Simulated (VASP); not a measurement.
# In (Im-3m) in VASP: further runs

One crystal, In, is run at these levels: HSE06; tasks: single point.

Program: VASP 6.6.1. These are calculated values, not measurements. Logs are shortened: lines on timing, memory, paths and dates and some standing lists are left out, and cuts for length are marked.

## 1. The structure

The structure is cubic, space group Im-3m (No. 229). The conventional cell has a = 3.765 Å, b = 3.765 Å, c = 3.765 Å, α = 90.00°, β = 90.00°, γ = 90.00°. In (site symmetry m-3m) is surrounded by 8 In at 3.26 Å.

This isn't the form of In at room conditions, which is tetragonal.

## 2. Single point, HSE06

POSCAR

```
In
1.0
   -1.8825252400      1.8825252400      1.8825252400
    1.8825252400     -1.8825252400      1.8825252400
    1.8825252400      1.8825252400     -1.8825252400
In
1
Direct
    0.0000000000      0.0000000000      0.0000000000
```

INCAR.step1

```
PREC = Accurate
ENCUT = 520
EDIFF = 1E-5
ISMEAR = 0
SIGMA = 0.05
LREAL = F
LASPH = T
NELM = 100
ALGO = Normal
ISIF = 2
LWAVE = T
LCHARG = F
NBANDS = 12
GGA = PE
```

INCAR.step2

```
PREC = Accurate
ENCUT = 520
EDIFF = 1E-7
ISMEAR = 0
SIGMA = 0.05
LREAL = F
LASPH = T
NELM = 100
ALGO = Normal
ISIF = 2
LWAVE = F
LCHARG = F
GGA = PE
LHFCALC = T
HFSCREEN = 0.2079
PRECFOCK = Normal
NBANDS = 12
ISTART = 1
```

KPOINTS

```
Automatic mesh
0
Gamma
  5 5 5
```

Potentials or basis: VASP PAW PBE potentials, release 64 (In_d).

The run is started by

```console
$ cat potpaw_PBE.64/In_d/POTCAR > POTCAR
$ cp INCAR.step1 INCAR
$ mpirun -np 1 vasp_std > vasp.out
$ cp INCAR.step2 INCAR
$ mpirun -np 1 vasp_std > vasp.out
```

OUTCAR:

```text
PREC = Accurate
   ENCUT = 520
   EDIFF = 1E-7
   ISMEAR = 0
   LREAL = F
   LASPH = T
   NELM = 100
   ISIF = 2
   GGA = PE
   LHFCALC = T
   HFSCREEN = 0.2079
   PRECFOCK = Normal
   ISTART = 1

 ion  position               nearest neighbor table
   1  0.000  0.000  0.000-

  LATTYP: Found a body centered cubic cell.
 ALAT       =     3.7650504800

  Lattice vectors:

 A1 = (  -1.8825252400,   1.8825252400,   1.8825252400)
 A2 = (   1.8825252400,  -1.8825252400,   1.8825252400)
 A3 = (   1.8825252400,   1.8825252400,  -1.8825252400)

Analysis of symmetry for initial positions (statically):
=====================================================================
 Subroutine PRICEL returns:
 Original cell was already a primitive cell.

 Routine SETGRP: Setting up the symmetry group for a
 body centered cubic supercell.

 Subroutine GETGRP returns: Found 48 space group operations
 (whereof 48 operations were pure point group operations)
 out of a pool of 48 trial point group operations.

The static configuration has the point symmetry O_h .

Analysis of symmetry for dynamics (positions and initial velocities):
=====================================================================
 Subroutine PRICEL returns:
 Original cell was already a primitive cell.

 Routine SETGRP: Setting up the symmetry group for a
 body centered cubic supercell.

 Subroutine GETGRP returns: Found 48 space group operations
 (whereof 48 operations were pure point group operations)
 out of a pool of 48 trial point group operations.

The dynamic configuration has the point symmetry O_h .

 Subroutine INISYM returns: Found 48 space group operations
 (whereof 48 operations are pure point group operations),
 and found     1 'primitive' translations

----------------------------------------------------------------------------------------

                                     Primitive cell

  volume of cell :      26.6859

  direct lattice vectors                    reciprocal lattice vectors
    -1.882525240  1.882525240  1.882525240     0.000000000  0.265600689  0.265600689
     1.882525240 -1.882525240  1.882525240     0.265600689  0.000000000  0.265600689
     1.882525240  1.882525240 -1.882525240     0.265600689  0.265600689  0.000000000

  length of vectors
     3.260629362  3.260629362  3.260629362     0.375616096  0.375616096  0.375616096

  position of ions in fractional coordinates (direct lattice)
     0.000000000  0.000000000  0.000000000

  ion indices of the primitive-cell ions
   primitive index   ion index
                 1           1

----------------------------------------------------------------------------------------

 KPOINTS: Automatic mesh

Automatic generation of k-mesh.
 Grid dimensions read from file:
 generate k-points for:    5    5    5

 Generating k-lattice:

  Cartesian coordinates                     Fractional coordinates (reciprocal lattice)
     0.000000000  0.053120138  0.053120138     0.200000000  0.000000000  0.000000000
     0.053120138  0.000000000  0.053120138     0.000000000  0.200000000  0.000000000
     0.053120138  0.053120138  0.000000000     0.000000000  0.000000000  0.200000000

  Length of vectors
     0.075123219  0.075123219  0.075123219

  Shift w.r.t. Gamma in fractional coordinates (k-lattice)
     0.000000000  0.000000000  0.000000000

 Subroutine IBZKPT returns following result:
 ===========================================

 Found     10 irreducible k-points:

 Following reciprocal coordinates:
            Coordinates               Weight
  0.000000  0.000000  0.000000      1.000000
  0.200000  0.000000  0.000000     12.000000
  0.400000  0.000000  0.000000     12.000000
  0.200000  0.200000  0.000000     24.000000
  0.400000  0.200000  0.000000     24.000000
  0.200000  0.200000  0.200000      8.000000
 -0.200000  0.200000  0.200000      6.000000
 -0.400000  0.400000  0.200000     24.000000
 -0.400000 -0.400000  0.200000      8.000000
 -0.400000  0.400000  0.400000      6.000000
   k-points           NKPTS =     10   k-points in BZ     NKDIM =    125   number of bands    NBANDS=     12
   number of dos      NEDOS =    301   number of ions     NIONS =      1
   total plane-waves  NPLWV =  13824
   dimension x,y,z NGX =    24 NGY =   24 NGZ =   24
   dimension x,y,z NGXF=    48 NGYF=   48 NGZF=   48
   ions per type =               1
   NGX,Y,Z   is equivalent  to a cutoff of  12.24, 12.24, 12.24 a.u.
   NGXF,Y,Z  is equivalent  to a cutoff of  24.47, 24.47, 24.47 a.u.
 SYSTEM =  unknown system
   PREC   = accura    normal or accurate (medium, high low for compatibility)
   ISTART =      1    job   : 0-new  1-cont  2-samecut
   ICHARG =      0    charge: 1-file 2-atom 10-const
   ISPIN  =      1    spin polarized calculation?
   LNONCOLLINEAR =      F non collinear calculations
   LSORBIT =      F    spin-orbit coupling
   LASPH  =      T    aspherical Exc in radial PAW
   ENCUT  =  520.0 eV  38.22 Ry    6.18 a.u.   6.06  6.06  6.06*2*pi/ulx,y,z
   NELM   =    100;   NELMIN=  2; NELMDL=  0     # of ELM steps
   EDIFF  = 0.1E-06   stopping-criterion for ELM
   LREAL  =      F    real-space projection
   EDIFFG = 0.1E-05   stopping-criterion for IOM
   NSW    =      0    number of steps for IOM
   IBRION =     -1    ionic relax: 0-MD 1-quasi-New 2-CG
   NFREE  =      0    steps in history (QN), initial steepest desc. (CG)
   ISIF   =      2    stress and relaxation
   ISYM   =      3    0-nonsym 1-usesym 2-fastsym
   POTIM  = 0.5000    time-step for ionic-motion
   TEBEG  =    0.0;   TEEND  =   0.0 temperature during run
   PSTRESS=    0.0 pullay stress
   NELECT =      13.0000    total number of electrons
   NUPDOWN=      -1.0000    fix difference up-down
   EMIN   =  10.00;   EMAX   =-10.00  energy-range for DOS
   EFERMI =   0.00;   METHOD = LEGACY
   ISMEAR =     0;   SIGMA  =   0.05  broadening in eV -4-tet -1-fermi 0-gaus
   EFERMI_NEDOS =   21; number of points for ismear=-14 and -15
   IALGO  =     38    algorithm
   IMIX   =      1    mixing-type and parameters
     AMIX     =   0.40;   BMIX     =  1.00
     AMIX_MAG =   1.60;   BMIX_MAG =  1.00
  volume/ion in A,a.u.               =      26.69       180.09
  Fermi-wavevector in a.u.,A,eV,Ry     =   1.288136  2.434225 22.576080  1.659295
  Thomas-Fermi vector in A             =   2.420108
   LORBIT       =      0    0 simple, 1 ext, 2 COOP (PROOUT), +10 PAW based schemes
   GGA     = PE    functional components
   LHFCALC =     T    Hartree Fock is set to
   PRECFOCK=normal    Normal, Fast or Accurate (Low or Medium for compatibility)
   ENCUT4O =  -1.0   cutoff for four orbital integrals eV
   NKREDX  =     1    reduce k-point grid by
   NKREDY  =     1    reduce k-point grid by
   NKREDZ  =     1    reduce k-point grid by
   AEXX    =    0.2500 exact exchange contribution
   HFSCREEN=    0.2079 screening length (either q_TF or 0.3 A-1)
   HFSCREENC=   0.2079 screening length for correlation (either q_TF or 0.3 A-1)
   ENCUTFOCK=  -1.0 apply spherical cutoff to Coloumb kernel
   IVDW    =     0    specifies the selected vdW correction
   LEPSILON=     F    determine dielectric tensor
   LRPA    =     F    only Hartree local field effects (RPA)
 non-spin polarized calculation
 Gauss-broadening in eV      SIGMA  =   0.05
  energy-cutoff  :      520.00
  volume of cell :       26.69
 maximum number of plane-waves:       730
  NGX = 20; NGY = 20; NGZ = 20

 number of electron      13.0000005 magnetization

 Free energy of the ion-electron system (eV)
  ---------------------------------------------------
  ext. energy  EPLUGINS =         0.00000000
  ---------------------------------------------------
  free energy    TOTEN  =        -2.85731342 eV

  energy without entropy =       -2.85186899  energy(sigma->0) =       -2.85459120

 E-fermi :   7.2304     XC(G=0):  -8.4208

 val. band max:        6.7319585618   @ k =  -0.4000  -0.4000   0.2000
 cond. band min:       7.2362240879   @ k =  -0.4000   0.4000   0.2000
 fundamental gap:      0.5042655261
 Fermi energy:         7.2304186794

 k-point     1 :       0.0000    0.0000    0.0000
  band No.  band energies     occupation
      1      -9.4829      2.00000
      2      -9.4829      2.00000
      3      -9.4829      2.00000
      4      -9.2140      2.00000
      5      -9.2140      2.00000
      6      -3.3951      2.00000
      7      19.1907      0.00000
      8      19.1907      0.00000
      9      19.1907      0.00000
     10      20.9725      0.00000
     11      20.9725      0.00000
     12      20.9725      0.00000

 k-point     2 :       0.2000    0.0000    0.0000
  band No.  band energies     occupation
      1      -9.5206      2.00000
      2      -9.4601      2.00000
      3      -9.3360      2.00000
      4      -9.2459      2.00000
      5      -9.2162      2.00000
      6      -2.3547      2.00000
      7      13.1912      0.00000
      8      16.4212      0.00000
      9      17.2910      0.00000
     10      19.0900      0.00000
     11      19.2039      0.00000
     12      21.4755      0.00000

 k-point     3 :       0.4000    0.0000    0.0000
  band No.  band energies     occupation
      1      -9.5813      2.00000
      2      -9.5034      2.00000
      3      -9.2358      2.00000
      4      -9.2190      2.00000
      5      -9.0882      2.00000
      6       0.8422      2.00000
      7       6.2576      2.00000
      8      14.0846      0.00000
      9      15.4551      0.00000
     10      18.0171      0.00000
     11      18.1261      0.00000
     12      24.2717      0.00000
[... 76 lines left out ...]
 k-point     9 :      -0.4000   -0.4000    0.2000
  band No.  band energies     occupation
      1      -9.4485      2.00000
      2      -9.4485      2.00000
      3      -9.3723      2.00000
      4      -9.1269      2.00000
      5      -9.1269      2.00000
      6       5.0596      2.00000
      7       6.7320      2.00000
      8       6.7320      2.00000
      9      15.0647      0.00000
     10      17.0225      0.00000
     11      17.0225      0.00000
     12      21.3838      0.00000

 k-point    10 :      -0.4000    0.4000    0.4000
  band No.  band energies     occupation
      1      -9.5486      2.00000
      2      -9.5161      2.00000
      3      -9.1418      2.00000
      4      -9.1418      2.00000
      5      -9.1236      2.00000
      6       4.8757      2.00000
      7       9.2856      0.00000
      8       9.2856      0.00000
      9      10.2496      0.00000
     10      13.1421      0.00000
     11      15.8946      0.00000
     12      26.7801      0.00000

------------------------ aborting loop because EDIFF is reached ----------------------------------------

  FORCE on cell =-STRESS in cart. coord.  units (eV):
  Direction    XX          YY          ZZ          XY          YZ          ZX
  --------------------------------------------------------------------------------------
  -------------------------------------------------------------------------------------
  Total       -0.0926687     -0.0926687     -0.0926687     -0.0000000     -0.0000000      0.0000000
  in kB       -5.5636707     -5.5636707     -5.5636707     -0.0000000     -0.0000000      0.0000000
  external PRESSURE =      -5.5636707 kB  Pullay stress =       0.0000000 kB

 VOLUME and BASIS-vectors are now :
 -----------------------------------------------------------------------------
  energy-cutoff  :      520.00
  volume of cell :       26.69
      direct lattice vectors                 reciprocal lattice vectors
    -1.882525240  1.882525240  1.882525240     0.000000000  0.265600689  0.265600689
     1.882525240 -1.882525240  1.882525240     0.265600689  0.000000000  0.265600689
     1.882525240  1.882525240 -1.882525240     0.265600689  0.265600689  0.000000000

 POSITION                                       TOTAL-FORCE (eV/Angst)
 -----------------------------------------------------------------------------------
      0.00000      0.00000      0.00000        -0.000000      0.000000     -0.000000
 -----------------------------------------------------------------------------------
    total drift:                                0.000001     -0.000003      0.000001

  FREE ENERGIE OF THE ION-ELECTRON SYSTEM (eV)
  ---------------------------------------------------
  free  energy   TOTEN  =        -2.8573134184 eV

  energy  without entropy=       -2.8518689878  energy(sigma->0) =       -2.85459120
```

Wall time 5 min (1 thread of AMD EPYC 9R14 (Zen 4), shared host); peak memory 0.22 GiB.

What came out:

```
Free energy            : -2.8573 eV
Pressure               : -0.6 GPa
Band gap on the k mesh : none (metal or under the smearing width)
```

Caveat: the k mesh is coarse (spacing up to 0.47 Å⁻¹), so the values aren't converged, least of all with exact exchange; the PAW data sets were made with another functional, which shifts forces and pressure a little.

## 3. Single point, HSE06

POSCAR is that of step 2.

INCAR.step1

```
SYSTEM = In
ALGO = Normal ; EDIFF = 1E-5
ENCUT = 520 ; GGA = PE
ISIF = 2 ; ISMEAR = 0
LASPH = .True. ; LREAL = .False.
LWAVE = .True. ; NBANDS = 12
NELM = 100 ; PREC = Accurate
SIGMA = 0.05
```

INCAR.step2

```
SYSTEM = In
ALGO = Normal ; EDIFF = 1E-6
ENCUT = 520 ; GGA = PE
HFSCREEN = 0.2079 ; ISIF = 2
ISMEAR = 0 ; ISTART = 1
LASPH = .True. ; LCHARG = .True.
LELF = .True. ; LHFCALC = .True.
LREAL = .False. ; LVHAR = .True.
LWAVE = .False. ; NBANDS = 12
NELM = 100 ; PREC = Accurate
PRECFOCK = Normal ; SIGMA = 0.05
```

KPOINTS

```
k-points
0
Gamma
  5 5 5
  0 0 0
```

Potentials or basis: VASP PAW PBE potentials, release 64 (In_d).

The run is started by

```console
$ cat potpaw_PBE.64/In_d/POTCAR > POTCAR
$ cp INCAR.step1 INCAR
$ mpirun -np 1 vasp_std > vasp.out
$ cp INCAR.step2 INCAR
$ mpirun -np 1 vasp_std > vasp.out
```

Run time: 2.8 min. Hardware: 1 thread of AMD EPYC 9R14 (Zen 4), shared host; peak memory 0.22 GiB.

It converged, with:

```yaml
Free_energy: -2.8573 eV
Pressure: -1.3 GPa
Band_gap_on_the_k_mesh: none (metal or under the smearing width)
```

Levels at points of the mesh, in eV from the Fermi level:
| k point | band 4 | band 5 | band 6 | band 7 | band 8 | band 9 |
| --- | --- | --- | --- | --- | --- | --- |
| (0.00, 0.00, 0.00) | -16.44 | -16.44 | -10.63 | 11.96 | 11.96 | 11.96 |

Caveat: the k mesh is coarse (spacing up to 0.47 Å⁻¹), so the values aren't converged, least of all with exact exchange; the PAW data sets were made with another functional, which shifts forces and pressure a little.
